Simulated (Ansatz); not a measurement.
# Where the states of Se lie

```cif
data_structure
_symmetry_space_group_name_H-M 'P3_121'
_symmetry_Int_Tables_number 152
_cell_length_a 4.3662
_cell_length_b 4.3662
_cell_length_c 4.9536
_cell_angle_alpha 90.000
_cell_angle_beta 90.000
_cell_angle_gamma 120.000
_cell_volume 81.78
loop_
_atom_site_label
_atom_site_type_symbol
_atom_site_symmetry_multiplicity
_atom_site_Wyckoff_symbol
_atom_site_fract_x
_atom_site_fract_y
_atom_site_fract_z
_atom_site_occupancy
Se1 Se 3 a 0.22540 0.00000 0.33333 1
```

The runs use the primitive cell with vectors (4.366, 0.000, 0.000), (-2.183, 3.781, 0.000), (0.000, 0.000, 4.954) Å, to which the k mesh refers.

The cell is COD entry 9012501, as deposited and not checked against the literature; nothing was relaxed.

Computed with Ansatz 0.2.0, DFT, PBEsol, all-electron LAPW, scalar-relativistic.

Sampling and basis: a Γ-centred 6×6×5 k mesh, Fermi–Dirac smearing of 0.03 eV, basis error target 1 meV/atom, no spin polarisation.

States per eV and cell, averaged over 0.4 eV, from -5.9 to 3.9 eV, with energies (bin centres) from the valence-band top; empty bins are left out. The partial columns, the largest 2 alone, are projections on Löwdin-orthogonalised atomic shells (those that the program's projection atoms carry: the occupied ones and, for some elements, an empty d or f shell; other empty shells have no column), summed over atoms of an element. Weights on diffuse s and p shells depend on that basis and aren't pure angular character.

| E (eV) | total | Se 4p | Se 4s |
| --- | --- | --- | --- |
| -5.8 | 0.88 | 0.85 | 0.01 |
| -5.4 | 2.04 | 1.97 | 0.05 |
| -5.0 | 4.06 | 3.89 | 0.13 |
| -4.6 | 2.19 | 2.05 | 0.12 |
| -4.2 | 1.64 | 1.51 | 0.12 |
| -3.8 | 1.94 | 1.77 | 0.14 |
| -3.4 | 2.23 | 2.03 | 0.17 |
| -3.0 | 0.12 | 0.11 | 0.01 |
| -2.6 | 1.38 | 1.28 | 0.08 |
| -2.2 | 1.93 | 1.82 | 0.08 |
| -1.8 | 4.15 | 3.90 | 0.18 |
| -1.4 | 2.25 | 2.16 | 0.06 |
| -1.0 | 2.71 | 2.62 | 0.06 |
| -0.6 | 1.92 | 1.83 | 0.06 |
| -0.2 | 0.56 | 0.52 | 0.03 |
| 1.0 | 0.01 | 0.01 | 0.00 |
| 1.4 | 1.90 | 1.66 | 0.13 |
| 1.8 | 3.72 | 3.25 | 0.22 |
| 2.2 | 2.77 | 2.47 | 0.11 |
| 2.6 | 3.07 | 2.78 | 0.08 |
| 3.0 | 2.10 | 1.93 | 0.05 |
| 3.4 | 1.16 | 1.07 | 0.02 |
| 3.8 | 0.27 | 0.26 | 0.01 |

Which of the resolved shells contributes most in the top eV of the valence band?

Se 4p, with 95 % of all states there; Se 4s follows with 3 %.
